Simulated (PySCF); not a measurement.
Simulated absorption spectrum

Species: C₃H₈S.
SMILES: `C(C)CS`

Method used: PySCF 2.14.0, density-fitted response routines, TDDFT CAM-B3LYP/def2-SVPD, vertical, gas phase, core orbitals frozen in the response. The structure is a single PBE0-D3(BJ)/def2-SVP conformer in the gas phase; no vibrational or solvent corrections. Torsions of this conformer, `[CH3:1][CH2:2][CH2:3][SH:4]`: C1–C2–C3–S4 -177°, H–S4–C3–C2 -64°.

Each state is given a Gaussian of 0.3 eV full width at half maximum, with ε(max) = 2.175×10⁸ f / Δν̃ (Δν̃ the width in cm⁻¹). The cross-section is σ = 3.8235×10⁻²¹ ε cm², given in Mb (10⁻¹⁸ cm²). The width is an assumption, not a result. The curve ends short of the highest state used, and states not computed would add to its high-energy end.

```
λ (nm)  σ (Mb)
 152.2   20.54
 154.9    4.33
 157.6    0.60
 160.3    1.68
 163.0    5.70
 165.7    9.93
 168.4   10.49
 171.1    8.34
 173.8    6.79
 176.5    4.32
 179.2    1.58
 181.9    0.31
 184.6    0.04
 187.3    0.05
 190.0    0.44
 192.6    1.98
 195.3    5.54
 198.0    9.46
 200.7   10.22
 203.4    7.24
 206.1    3.48
 208.8    1.17
 211.5    0.31
 214.2    0.18
 216.9    0.44
 219.6    1.04
 222.3    1.81
 225.0    2.37
 227.7    2.36
 230.4    1.82
 233.1    1.11
 235.8    0.54
 238.5    0.22
 241.1    0.07
 243.8    0.02
 246.5    0.00
```

**Question.** Where are the band maxima, and which computed states make them?

**Answer.** 226 nm (5.48 eV), ε about 640, made up of S1 (100%); 200 nm (6.21 eV), ε about 2700, made up of S2 (100%); 167 nm (7.41 eV), ε about 2800, made up of S4 (72%) and S5 (24%) (ε in L mol⁻¹ cm⁻¹; maxima over ε = 5, shares over 10%). At its high-energy end, 8.14 eV, the curve is still rising (ε about 5100, from S6, S7 and S8). The states used: S1 5.48 eV (f 0.0071); S2 6.20 eV (f 0.030); S3 7.12 eV (f 0.016); S4 7.38 eV (f 0.023); S5 7.54 eV (f 0.013); S6 8.19 eV (f 0.027); S7 8.34 eV (f 0.086); S8 8.37 eV (f 0.032); S9 8.73 eV (f 0.018); S10 8.74 eV (f 0.143).

**Question.** Coming from long wavelengths, where does ε first pass 100 L mol⁻¹ cm⁻¹?

**Answer.** At about 237 nm (5.23 eV), 0.24 eV below S1.

**Question.** On this curve, what absorbance would a 10⁻³ mol/L sample give at 193 nm over a 1 cm path?

**Answer.** 193 nm is 6.424 eV, where ε is about 620 L mol⁻¹ cm⁻¹, so A = ε c l ≈ 0.62 (Beer–Lambert, with the gas-phase spectrum and the assumed width).

**Question.** What would ε be at 7.41 eV, the highest of these maxima, with half the width (0.15 eV)?

**Answer.** About 4000 L mol⁻¹ cm⁻¹ against 2830, a factor of about 1.4; a lone state at its own centre would give exactly 2.

All these states lie below the vertical ionisation energy of 9.23 eV (ΔSCF).

Time: 36 s wall. Hardware: one thread of an x86-64 server, no GPU, shared host.
